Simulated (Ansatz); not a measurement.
# TiTe2: under pressure

The task, for TiTe2: follow cell and modes under pressure.

Program: Ansatz 0.2.0. Level of theory: DFT PBE+D3(BJ), scalar-relativistic, plane waves, PAW. These are calculated values, not measurements.

2 further runs of the same task are left out: 2 set aside as unsound or not needed.

## 1. The starting structure

The structure is trigonal, space group P-3m1 (No. 164). The conventional cell has a = 3.697 Å, b = 3.697 Å, c = 6.390 Å, α = 90.00°, β = 90.00°, γ = 120.00°. Ti (site symmetry -3m) is surrounded by 6 Te at 2.75 Å. Around Te (site symmetry 3m) lie 3 Ti at 2.75 Å.

Structure file:

```cif
data_structure
_symmetry_space_group_name_H-M 'P-3m1'
_symmetry_Int_Tables_number 164
_cell_length_a 3.6969
_cell_length_b 3.6969
_cell_length_c 6.3897
_cell_angle_alpha 90.000
_cell_angle_beta 90.000
_cell_angle_gamma 120.000
_cell_volume 75.63
loop_
_atom_site_label
_atom_site_type_symbol
_atom_site_symmetry_multiplicity
_atom_site_Wyckoff_symbol
_atom_site_fract_x
_atom_site_fract_y
_atom_site_fract_z
_atom_site_occupancy
Ti1 Ti 1 a 0.00000 0.00000 0.00000 1
Te1 Te 2 d 0.66667 0.33333 0.27116 1
```

It is the result of an earlier relaxation at this level (volume 25.21 Å³/atom; gap on the mesh: none (metal)).

## 2. Relaxing at 5 GPa

What is minimised here is the enthalpy; the energy can go up as the cell is squeezed.

Contents of input.yaml:

```yaml
crystal:
  lattice:
    - [3.6969421864, 0.0, 0.0]
    - [-1.8484710932, 3.2016458498, 0.0]
    - [0.0, 0.0, 6.3897208935]
  atoms:
    - { symbol: Ti, position: [0.0, 0.0, 0.0] }
    - { symbol: Te, position: [0.6666666667, 0.3333333333, 0.271162998] }
    - { symbol: Te, position: [0.3333333333, 0.6666666667, 0.728837002] }
basis:
  ecutwfc: 420
kpoints:
  mp_grid: { grid: [15, 15, 8] }
hamiltonian:
  xc: pbe
  dispersion: d3bj
scf:
  occupations: { method: fermi_dirac, width: 0.15 }
output:
  forces: true
  stress: true
  eigenvalues: true
  write_density: true
  write_potential: true
  elf: true
  volumetric_format: npy
relax:
  adjacent_minimum: "off"
  f_tol: 0.001
  max_steps: 60
  cell: { stress_tol: 0.02, p_target: 5.0 }
```

The run is started by

```bash
> ansatz run input.yaml --threads 2 --pin off --max-ram 5120MiB --backend cpu --events-out ev --progress --plain --runs-dir out
```

The program printed:

```text
Warning: RAYON_NUM_THREADS=2 ignored (pool sized by the plan → 2); use --threads N
band count auto-derived: 28 (N_el = 44.0; filled up to band 22; 27 by the electrons, moments and atoms)
Engine: ansatz 0.2.0, x86_64-unknown-linux-gnu
Pseudopotentials: kind: paw
Pseudopotential: Ti, paw, valence charge 12, recommended cutoff 420 eV (normal), Ti.paw.azcp
Pseudopotential: Te, paw, valence charge 16, recommended cutoff 420 eV (normal), Te.paw.azcp
Functional definition: PBE
  parameter kappa = 0.804
  parameter beta = 0.06672455060314922
  exchange = pbe_x(kappa = kappa, mu = beta*pi^2/3)
  correlation = pbe_c(beta = beta)
Crystal: 3 atoms, lattice volume = 75.631 Å³
Basis set: ecut = 420 eV, 1485 PW (Γ), exchange–correlation on 50×50×90 points (8 copies of the dense FFT grid, shifted against one another)
Bands: 28, of which v1, the nominal top of the filled ones, is band 22 counted from 1 (21 counted from 0)
Symmetry: 12 space group operations
Space group: P-3m1 (ITA 164), of the structure as read, at distance tolerance 4.2e-5 Å
k-points: 192 of 1800
Non-local potential: Ti, projectors of the file, l = 0: 3, l = 1: 2, l = 2: 3, l = 3: 1
Non-local potential: Te, projectors of the file, l = 0: 2, l = 1: 2, l = 2: 2, l = 3: 2
PAW form: soft (Blöchl's): semilocal exchange-correlation on the pseudo side does not see the compensation charge
PAW one-centre angular grid: Ti, 590 points (default); XC on 64 Gauss nodes
PAW one-centre angular grid: Te, 590 points (default); XC on 64 Gauss nodes
Initial density: superposition of atomic densities (neutral atoms: chi_scale 0, normalization atom), corrected by the library's trained network
Initial wavefunctions: pseudopotential atomic-orbital guess
Functional: x = pbe(κ = 0.804, μ = 0.2195149727645171), c = pbe(β = 0.06672455060314922)
SCF iter   1: F=—  HF=-16463.234157 eV  |F-HF|=—  |Δ(HF+E_count)|=         —  Δρ=2.06e-3  dr2=4.64e-3  ethr=1.77e-3  ⟨swp⟩=5.5  Hψ=23528  notcnv=0
preconditioner: auto → Kerker (q_TF=auto, 2.493 Å⁻¹)  [metal: Δε(μ)=0.006 eV  Ē_g=7.137 eV  σ=0.150 eV  W_gap=0.01  n_scr=22 (ndim 8)  ℏωp=17.1 eV  f_vac=0.007  D(μ)=1.43/eV (n_scr^D=2)]
SCF iter   2: F=—  HF=-16463.233449 eV  |F-HF|=—  |Δ(HF+E_count)|=   7.08e-4  Δρ=1.16e-3  dr2=1.37e-3  ethr=1.05e-5  ⟨swp⟩=2.0  Hψ=8814  notcnv=0
SCF iter   3: F=—  HF=-16463.233551 eV  |F-HF|=—  |Δ(HF+E_count)|=   1.01e-4  Δρ=3.76e-4  dr2=1.78e-4  ethr=3.12e-6  ⟨swp⟩=2.9  Hψ=9698  notcnv=0
SCF iter   4: F=—  HF=-16463.233523 eV  |F-HF|=—  |Δ(HF+E_count)|=   2.78e-5  Δρ=1.60e-4  dr2=2.00e-5  ethr=4.04e-7  ⟨swp⟩=2.1  Hψ=7852  notcnv=0
SCF iter   5: F=—  HF=-16463.233494 eV  |F-HF|=—  |Δ(HF+E_count)|=   2.88e-5  Δρ=5.06e-5  dr2=2.69e-6  ethr=4.55e-8  ⟨swp⟩=2.0  Hψ=9395  notcnv=0
SCF iter   6: F=—  HF=-16463.233494 eV  |F-HF|=—  |Δ(HF+E_count)|=   4.60e-7  Δρ=2.32e-5  dr2=4.20e-7  ethr=6.11e-9  ⟨swp⟩=3.0  Hψ=9829  notcnv=0
SCF iter   7: F=-16463.233493 eV  HF=-16463.233493 eV  |F-HF|=3.75e-8  |Δ(HF+E_count)|=   2.05e-7  Δρ=6.02e-6  dr2=3.30e-8  ethr=2.27e-10  ⟨swp⟩=10.0  Hψ=37863  notcnv=0
SCF 1 converged in 7 iterations: F = -16463.233493 eV  dr2 = 3.30e-8
relax step   1: F+E_penalty+E_count = -16463.23349335 eV  Δ(F+E_penalty+E_count) = +0.000e0 eV  max|allowed force component| = 1.766e-4 eV/Å  Δτ_max = 0.0000 Å  P = +0.002 GPa  Ω = 75.631 Å³  (7 SCF iters, dr2 threshold 1.00e-7 eV, accepted)
Crystal: 3 atoms, lattice volume = 65.338 Å³
Basis set: ecut = 420 eV, 1287 PW (Γ), exchange–correlation on 50×50×90 points (8 copies of the dense FFT grid, shifted against one another)
Initial density: handed on by an earlier stage of this run
Initial wavefunctions: those handed on with the density
SCF iter   1: F=—  HF=-16463.211184 eV  |F-HF|=—  |Δ(HF+E_count)|=         —  Δρ=3.43e-2  dr2=2.55e0  ethr=3.10e-3  ⟨swp⟩=5.7  Hψ=22769  notcnv=0
preconditioner: auto → Kerker (q_TF=auto, 2.554 Å⁻¹)  [metal: Δε(μ)=0.008 eV  Ē_g=7.474 eV  σ=0.150 eV  W_gap=0.01  n_scr=22 (ndim 8)  ℏωp=18.4 eV  f_vac=0.000  D(μ)=1.74/eV (n_scr^D=10)]
SCF iter   2: F=—  HF=-16463.059212 eV  |F-HF|=—  |Δ(HF+E_count)|=   1.52e-1  Δρ=1.94e-2  dr2=9.54e-1  ethr=3.10e-3  ⟨swp⟩=2.0  Hψ=7610  notcnv=0
SCF iter   3: F=—  HF=-16462.962948 eV  |F-HF|=—  |Δ(HF+E_count)|=   9.63e-2  Δρ=2.39e-3  dr2=2.24e-2  ethr=2.17e-3  ⟨swp⟩=2.1  Hψ=6270  notcnv=0  defer=1
SCF iter   4: F=—  HF=-16462.962435 eV  |F-HF|=—  |Δ(HF+E_count)|=   5.13e-4  Δρ=1.11e-3  dr2=1.07e-3  ethr=5.08e-5  ⟨swp⟩=2.0  Hψ=6487  notcnv=0
SCF iter   5: F=—  HF=-16462.962428 eV  |F-HF|=—  |Δ(HF+E_count)|=   6.43e-6  Δρ=2.91e-4  dr2=1.65e-4  ethr=2.42e-6  ⟨swp⟩=2.5  Hψ=8551  notcnv=0
SCF iter   6: F=—  HF=-16462.962416 eV  |F-HF|=—  |Δ(HF+E_count)|=   1.19e-5  Δρ=8.69e-5  dr2=9.46e-6  ethr=3.75e-7  ⟨swp⟩=2.0  Hψ=6696  notcnv=0
SCF iter   7: F=—  HF=-16462.962417 eV  |F-HF|=—  |Δ(HF+E_count)|=   4.22e-7  Δρ=2.74e-5  dr2=8.95e-7  ethr=2.15e-8  ⟨swp⟩=2.2  Hψ=7666  notcnv=0
SCF iter   8: F=-16462.962417 eV  HF=-16462.962417 eV  |F-HF|=1.86e-9  |Δ(HF+E_count)|=   1.02e-7  Δρ=6.87e-6  dr2=5.21e-8  ethr=6.82e-10  ⟨swp⟩=11.0  Hψ=37205  notcnv=0
SCF 2 converged in 8 iterations: F = -16462.962417 eV  dr2 = 5.21e-8
relax step   2: F+E_penalty+E_count = -16462.96241677 eV  Δ(F+E_penalty+E_count) = +2.711e-1 eV  max|allowed force component| = 5.032e-1 eV/Å  Δτ_max = 0.1352 Å  P = +8.206 GPa  Ω = 65.338 Å³  energy of the carried Pulay correction = +1.715e-3 eV  (8 SCF iters, dr2 threshold 3.00e-7 eV, accepted)
Crystal: 3 atoms, lattice volume = 69.889 Å³
Basis set: ecut = 420 eV, 1305 PW (Γ), exchange–correlation on 50×50×90 points (8 copies of the dense FFT grid, shifted against one another)
iter 1 solved again at ethr=1.30e-3 eV; its pass at ethr=3.10e-3 eV (dr2=5.73e-1 eV) is discarded
SCF iter   1: F=—  HF=-16463.226194 eV  |F-HF|=—  |Δ(HF+E_count)|=         —  Δρ=1.52e-2  dr2=5.76e-1  ethr=1.30e-3  ⟨swp⟩=1.0  Hψ=31055  notcnv=0
preconditioner: auto → Kerker (q_TF=auto, 2.526 Å⁻¹)  [metal: Δε(μ)=0.023 eV  Ē_g=7.591 eV  σ=0.150 eV  W_gap=0.04  n_scr=22 (ndim 8)  ℏωp=17.8 eV  f_vac=0.004  D(μ)=1.27/eV (n_scr^D=2)]
SCF iter   2: F=—  HF=-16463.186918 eV  |F-HF|=—  |Δ(HF+E_count)|=   3.93e-2  Δρ=8.70e-3  dr2=2.18e-1  ethr=1.30e-3  ⟨swp⟩=2.0  Hψ=6001  notcnv=0
SCF iter   3: F=—  HF=-16463.164004 eV  |F-HF|=—  |Δ(HF+E_count)|=   2.29e-2  Δρ=1.16e-3  dr2=2.81e-3  ethr=4.95e-4  ⟨swp⟩=1.7  Hψ=5801  notcnv=0
SCF iter   4: F=—  HF=-16463.164538 eV  |F-HF|=—  |Δ(HF+E_count)|=   5.34e-4  Δρ=4.90e-4  dr2=2.77e-4  ethr=6.38e-6  ⟨swp⟩=2.0  Hψ=6584  notcnv=0
SCF iter   5: F=—  HF=-16463.164559 eV  |F-HF|=—  |Δ(HF+E_count)|=   2.08e-5  Δρ=1.76e-4  dr2=7.38e-5  ethr=6.29e-7  ⟨swp⟩=3.0  Hψ=10084  notcnv=0
SCF iter   6: F=—  HF=-16463.164566 eV  |F-HF|=—  |Δ(HF+E_count)|=   6.52e-6  Δρ=4.38e-5  dr2=2.41e-6  ethr=1.68e-7  ⟨swp⟩=2.0  Hψ=6598  notcnv=0
SCF iter   7: F=—  HF=-16463.164567 eV  |F-HF|=—  |Δ(HF+E_count)|=   9.77e-7  Δρ=1.70e-5  dr2=3.96e-7  ethr=6.82e-10  ⟨swp⟩=12.2  Hψ=41912  notcnv=0
SCF iter   8: F=-16463.164567 eV  HF=-16463.164567 eV  |F-HF|=9.43e-9  |Δ(HF+E_count)|=   1.05e-7  Δρ=5.10e-6  dr2=3.12e-8  ethr=6.82e-10  ⟨swp⟩=9.6  Hψ=33272  notcnv=0
SCF 3 converged in 8 iterations: F = -16463.164567 eV  dr2 = 3.12e-8
relax step   3: F+E_penalty+E_count = -16463.16456681 eV  Δ(F+E_penalty+E_count) = -2.022e-1 eV  max|allowed force component| = 1.182e-1 eV/Å  Δτ_max = 0.0874 Å  P = +4.533 GPa  Ω = 69.889 Å³  energy of the carried Pulay correction = +9.266e-4 eV  (8 SCF iters, dr2 threshold 3.00e-7 eV, accepted)
[... 11 lines left out ...]
relax step   4: F+E_penalty+E_count = -16463.14763345 eV  Δ(F+E_penalty+E_count) = +1.693e-2 eV  max|allowed force component| = 5.290e-3 eV/Å  Δτ_max = 0.0166 Å  P = +4.827 GPa  Ω = 69.222 Å³  energy of the carried Pulay correction = +1.039e-3 eV  (6 SCF iters, dr2 threshold 3.00e-7 eV, accepted)
[... 12 lines left out ...]
relax step   5: F+E_penalty+E_count = -16463.14563438 eV  Δ(F+E_penalty+E_count) = +1.999e-3 eV  max|allowed force component| = 3.365e-2 eV/Å  Δτ_max = 0.0001 Å  P = +4.991 GPa  Ω = 69.153 Å³  energy of the carried Pulay correction = +1.050e-3 eV  (6 SCF iters, dr2 threshold 3.00e-7 eV, accepted)
[... 11 lines left out ...]
relax step   6: F+E_penalty+E_count = -16463.14212409 eV  Δ(F+E_penalty+E_count) = +3.510e-3 eV  max|allowed force component| = 6.563e-4 eV/Å  Δτ_max = 0.0032 Å  P = +5.005 GPa  Ω = 69.034 Å³  energy of the carried Pulay correction = +1.071e-3 eV  (6 SCF iters, dr2 threshold 7.08e-8 eV, accepted)
Initial wavefunctions: pseudopotential atomic-orbital guess (no wavefunctions were taken with the density)
iter 1 solved again at ethr=1.37e-7 eV; its pass at ethr=3.10e-3 eV (dr2=6.01e-5 eV) is discarded
SCF iter   1: F=—  HF=-16463.140918 eV  |F-HF|=—  |Δ(HF+E_count)|=         —  Δρ=9.56e-5  dr2=8.64e-7  ethr=1.37e-7  ⟨swp⟩=3.0  Hψ=35549  notcnv=0
preconditioner: auto → Kerker (q_TF=auto, 2.531 Å⁻¹)  [metal: Δε(μ)=0.020 eV  Ē_g=7.499 eV  σ=0.150 eV  W_gap=0.03  n_scr=22 (ndim 8)  ℏωp=17.9 eV  f_vac=0.001  D(μ)=1.43/eV (n_scr^D=2)]
SCF iter   2: F=—  HF=-16463.140904 eV  |F-HF|=—  |Δ(HF+E_count)|=   1.40e-5  Δρ=4.95e-5  dr2=2.39e-7  ethr=1.96e-9  ⟨swp⟩=2.0  Hψ=9416  notcnv=0
SCF iter   3: F=—  HF=-16463.140905 eV  |F-HF|=—  |Δ(HF+E_count)|=   4.80e-7  Δρ=1.06e-5  dr2=2.56e-8  ethr=5.44e-10  ⟨swp⟩=2.0  Hψ=9571  notcnv=0
SCF iter   4: F=—  HF=-16463.140905 eV  |F-HF|=—  |Δ(HF+E_count)|=   1.55e-8  Δρ=7.77e-7  dr2=3.35e-10  ethr=5.81e-11  ⟨swp⟩=2.0  Hψ=6960  notcnv=0
SCF iter   5: F=—  HF=-16463.140905 eV  |F-HF|=—  |Δ(HF+E_count)|=  1.82e-11  Δρ=1.70e-7  dr2=3.29e-11  ethr=1.00e-12  ⟨swp⟩=3.0  Hψ=10306  notcnv=0
SCF iter   6: F=-16463.140905 eV  HF=-16463.140905 eV  |F-HF|=3.64e-12  |Δ(HF+E_count)|=  3.64e-12  Δρ=4.82e-8  dr2=3.77e-12  ethr=1.00e-12  ⟨swp⟩=7.0  Hψ=24954  notcnv=0
SCF 7 converged in 6 iterations: F = -16463.140905 eV  dr2 = 3.77e-12
relax step   7: F+E_penalty+E_count = -16463.14090471 eV  Δ(F+E_penalty+E_count) = +1.219e-3 eV  max|allowed force component| = 7.146e-4 eV/Å  Δτ_max = 0.0000 Å  P = +5.012 GPa  Ω = 69.034 Å³  stress off target by 1.24e-2 GPa  SCF on the basis re-selected at this cell (its energy is not comparable with the rows above)  (6 SCF iters)
basis re-selected at this cell: Δ(F+E_penalty+E_count) = +1.219e-3 eV, ΔP = +0.006 GPa vs the last step (what re-selecting the basis moved, of the pressure what is left beyond the Pulay correction that the steps carried, after the strain that the cell walked since its last selection, with what the two solves' SCF thresholds leave and, on support functions, any second-order correction that the steps lacked; it is no measure of the basis error at this ecutwfc). This SCF's stress stands 1.24e-2 GPa from its target on what of the cell is left free (relax.cell.stress_tol is 2.00e-2 GPa) and its largest allowed force component is 7.15e-4 eV/Å (relax.f_tol is 1.00e-3 eV/Å): within both
SCF converged after 6 iterations
Free energy (F): -16463.140905 eV
Harris-Foulkes:  -16463.140905 eV  (|F-HF|=3.64e-12)
Internal energy: -16463.032749 eV  (E = F + TS)
E sigma→0 (E₀):  -16463.086827 eV
Entropy (-TS):   -0.108156 eV (-36.052 meV/atom)
Fermi energy:    12.824117 eV
--- Per-component energies (eV) ---
  E_band       = -564.612945
  E_kinetic    = 639.326269
  E_local      = -2906.687165  (includes V_loc(G=0)·N_el)
  E_nonlocal   = -611.375124
  E_hartree    = 1790.316639
  E_xc         = -349.122697
  E_vxc        = -334.488910  (∫ρ·V_xc dr)
  E_paw        = -10373.210055  (= ΣΔE_a)
  E_vpaw       = -932.021064  (= ΣTr[D̂ρ^β])
  E_aug_tail   = -0.000247  (compensation charges beyond the density's cutoff)
  E_ewald      = -4650.563210
  E_disp       = -1.717160  (pairwise vdW)
  E_smearing   = -0.108156  (= −TS)
  E_closure    = 0.000000  (closes the sum)
  Σ components = -16463.140905   (vs F -16463.140905, Δ=0.00e0)
--- Forces (eV/Å), atoms counted from 1 ---
  atom   1  Ti     0.00000000     0.00000000     0.00000000
  atom   2  Te     0.00000000     0.00000000    -0.00071458
  atom   3  Te     0.00000000    -0.00000000     0.00071458
  max |Σ_I F_I| component: 4.63e-18 eV/Å
--- Stress (GPa, compression-positive) ---
        5.011373      -0.000000       0.000000
        0.000000       5.011373      -0.000000
        0.000000      -0.000000       5.012351
  P = ⅓ Tr σ = 5.0117 GPa (50.117 kbar)
--- Band table (eV; the first three rows and the last of 192) ---
  k-point 0: bands = ["-44.3048", "-23.9623", "-23.9623", "-23.9593", "-23.9593", "-23.9382", "-23.9382", "-23.9355", "-23.9355", "-23.9343", "-23.9322", "-20.5760", "-20.5739", "-20.5739", "-0.5893", "1.5523", "6.6241", "11.2784", "11.2784", "12.9667", "13.3758", "13.3758", "13.8969", "14.4042", "14.4042", "15.9967", "15.9967", "18.2434"]
  k-point 1: bands = ["-44.3048", "-23.9642", "-23.9642", "-23.9576", "-23.9576", "-23.9380", "-23.9380", "-23.9354", "-23.9354", "-23.9343", "-23.9323", "-20.5761", "-20.5739", "-20.5739", "-0.5373", "1.4231", "6.8546", "11.2976", "11.2976", "12.5572", "13.3724", "13.3724", "13.9774", "14.2842", "14.2842", "16.1390", "16.1390", "18.3073"]
  k-point 2: bands = ["-44.3048", "-23.9668", "-23.9668", "-23.9556", "-23.9556", "-23.9376", "-23.9376", "-23.9352", "-23.9352", "-23.9341", "-23.9325", "-20.5761", "-20.5739", "-20.5739", "-0.3855", "1.1027", "7.4784", "11.3465", "11.3465", "11.6466", "13.3645", "13.3645", "14.0411", "14.0411", "14.0645", "16.4407", "16.4407", "18.4963"]
  k-point 191: bands = ["-44.2983", "-23.9719", "-23.9589", "-23.9589", "-23.9458", "-23.9391", "-23.9377", "-23.9377", "-23.9314", "-23.9210", "-23.9210", "-20.6287", "-20.6287", "-20.5404", "2.2135", "2.2135", "8.0224", "8.0224", "8.6908", "8.8750", "11.0096", "11.0096", "13.8591", "13.8591", "14.2004", "16.4124", "16.4124", "18.7676"]
--- Relaxed structure (6 steps of the walk, 6 accepted, 1 SCFs on fresh bases) ---
  F+E_penalty+E_count = -16463.14090471 eV   max|allowed force component| = 7.146e-4 eV/Å   (the final SCF, on the basis selected at the relaxed cell)
  cell:  # Å, volume = 69.0343 Å³
    - [3.592325665427448, 2.2448600363335134e-34, 0.0]
    - [-1.796162832713724, 3.111045284927008, 3.693801056870033e-33]
    - [0.0, 7.37194521098976e-33, 6.177074975688008]
  atoms:
    - { symbol: Ti, position: [-4.754830686726403e-35, -1.2114422074682565e-34, 2.262388171160796e-20] }
    - { symbol: Te, position: [0.6666666666666666, 0.3333333333333333, 0.2817616961805606] }
    - { symbol: Te, position: [0.3333333333333333, 0.6666666666666666, 0.7182383038194395] }
```

Wall time 2.9 min (2 threads of Intel Xeon at 2.50GHz (Skylake/Cascade Lake), shared host); peak memory 0.64 GiB.

Step by step:

| step | energy from step 1 (eV/cell) | largest force component (eV/Å) | pressure (GPa) | volume (Å³) |
| --- | --- | --- | --- | --- |
| 1 | 0.0000 | 0.0002 | 0.00 | 75.63 |
| 2 | 0.2711 | 0.5032 | 8.21 | 65.34 |
| 3 | 0.0689 | 0.1182 | 4.53 | 69.89 |
| 4 | 0.0859 | 0.0053 | 4.83 | 69.22 |
| 5 | 0.0879 | 0.0336 | 4.99 | 69.15 |
| 6 | 0.0914 | 0.0007 | 5.01 | 69.03 |
| 7 | 0.0926 | 0.0007 | 5.01 | 69.03 |

Step 1 is the start. Step 7 repeats the geometry before it on a plane-wave basis chosen anew for that cell, so its energy need not be comparable with the rows above.

«Before» is this run's own start.

|  | before | after | change |
| --- | --- | --- | --- |
| a (Å) | 3.697 | 3.592 | -2.8 % |
| b (Å) | 3.697 | 3.592 | -2.8 % |
| c (Å) | 6.390 | 6.177 | -3.3 % |
| volume (Å³/atom) | 25.21 | 23.01 | -8.7 % |
| shortest distance (Å) | 2.749 | 2.708 | -1.5 % |
| space group (0.01 Å) | P-3m1 | P-3m1 | same |

The run keeps the 12 symmetry operations of the start, so it could not have lowered the symmetry.

Density in a lattice plane of the grid's cell (edges 3.59 and 6.18 Å, at 0.333 of the third edge), which holds Te.

Ten even steps from '0' (0.06 e/Å³) to '9' (15.29 e/Å³):
```
00000000000000
00000000000000
00000000000000
00000000000000
00000000000000
00000000000000
00000000000000
00000000000000
00000000000000
00000000000000
00000000000000
00000000011000
00000001354200
00000002699510
00000002698410
00000000233100
00000000000000
00000000000000
00000000000000
00000000000000
```
Columns run along the first of these edges and rows up along the second, over one cell in 14 and 20 even steps from the bottom left corner. Atoms in the plane (fractional): Te at (0.67, 0.28).

ELF in the same plane.

Ten even steps from ' ' (0.01) to '@' (0.64):
```
....::::..::::::::::::::::::
============--::::....::--==
%%@@@@@@%%%%**--::....::==**
@@@@@@@@@@@@##==::....::++%%
@@@@@@@@@@@@##==......::++%%
@@%%%%%%%%%%##--..    ..==##
%%@@@@@@@@%%++::..    ..--##
##@@@@@@%%**--....    ..::==
==**####++--::::::----::::::
::::::::::::==**%%@@%%##++--
==......::++%%@@@@@@@@@@@@##
##--....==%%@@%%##****##%%@@
%%++::--**%%%%**::....--##%%
@@**--==%%%%##--      ..++##
@@##==++%%%%##==      ..++##
@@##====%%@@%%**--..::==**%%
%%==::--**@@@@##******##%%@@
==::....::++%%@@%%%%%%%%@@%%
....    ..::++##%%%%%%%%**==
............::==++++++==--::
```
Columns run along the first of these edges and rows up along the second, over one cell in 14 and 20 even steps from the bottom left corner. Atoms in the plane (fractional): Te at (0.67, 0.28).

Both are smooth fields of the valence electrons: close to the nuclei they are not physical.

Maxima of ELF outside the ion cores: 0.67 beside Te, off the lines to its neighbours, 1.3 Å from Te.

## 3. Phonons at Γ at 5 GPa

Contents of input.yaml:

```yaml
crystal:
  lattice:
    - [3.5923256654, 0.0, 0.0]
    - [-1.7961628327, 3.1110452849, 0.0]
    - [0.0, 0.0, 6.1770749757]
  atoms:
    - { symbol: Ti, position: [0.0, 0.0, 0.0] }
    - { symbol: Te, position: [0.6666666667, 0.3333333333, 0.2817616962] }
    - { symbol: Te, position: [0.3333333333, 0.6666666667, 0.7182383038] }
basis:
  ecutwfc: 420
kpoints:
  mp_grid: { grid: [15, 15, 8] }
hamiltonian:
  xc: pbe
  dispersion: d3bj
scf:
  occupations: { method: fermi_dirac, width: 0.15 }
output:
  eigenvalues: true
phonons:
  method: dfpt
  eigenvectors: true
```

The run is started by

```bash
> ansatz run input.yaml --threads 2 --pin off --max-ram 5120MiB --backend cpu --events-out ev --progress --plain --runs-dir out
```

The program printed (excerpt; [...] marks lines left out):

```text
Warning: RAYON_NUM_THREADS=2 ignored (pool sized by the plan → 2); use --threads N
band count auto-derived: 28 (N_el = 44.0; filled up to band 22; 27 by the electrons, moments and atoms)
[...]
[... 4 set-up lines as earlier in the session ...]
[...]
Crystal: 3 atoms, lattice volume = 69.034 Å³
Basis set: ecut = 420 eV, 1305 PW (Γ), exchange–correlation on 50×50×90 points (8 copies of the dense FFT grid, shifted against one another)
Bands: 28, of which v1, the nominal top of the filled ones, is band 22 counted from 1 (21 counted from 0)
[... 1 set-up line as earlier in the session ...]
k-points: 488 of 1800 (irreducible under 2 space group operations, time reversal used)
[...]
Fermi energy:    12.824116 eV
[...]
--- Band table (eV; the first three rows and the last of 488) ---
[...]
--- Phonons (Γ-DFPT): 4 representative perturbations + reference, on 488 of 1800 k-points (Σ response iterations 12) ---
  k mesh reduced under 2 symmetry operations, with k and −k counted as one. Each operation leaves every solved perturbation unchanged. A smaller set is not used because it would not reduce the number of displacements times k-points to solve
  ASR residual: 2.004e-3 → 0.000e0 eV/Å²; symmetrization residual: 1.096e-5 eV/Å²
  pairwise dispersion correction: d3bj (s6 = 1.0, s8 = 0.7875, a1 = 0.4289, a2_bohr = 4.4407), with the weights of each atom's references fixed at the reference crystal's, and the forces and stress that the weights' published response gives there kept as a pressure on the atom's counted [...]
  ASR residual per site (eV/Å²): 2.00e-3 1.00e-4 1.00e-4
  Γ frequencies (cm⁻¹): 0.00 0.00 0.00 110.35 110.35 167.49 209.74 209.74 309.94
  non-analytic LO–TO correction: not included (Born effective charges unavailable; polar crystals: no LO–TO splitting at Γ)
```

Run time: 7.2 min. Hardware: 2 threads of Intel Xeon at 2.50GHz (Skylake/Cascade Lake), shared host; peak memory 3.2 GiB.

The optical modes at Γ, the three translations left out (i: imaginary):

```csv
cm⁻¹,modes
110,2
167,1
210,2
310,1
```

[end of part 1 of 2]
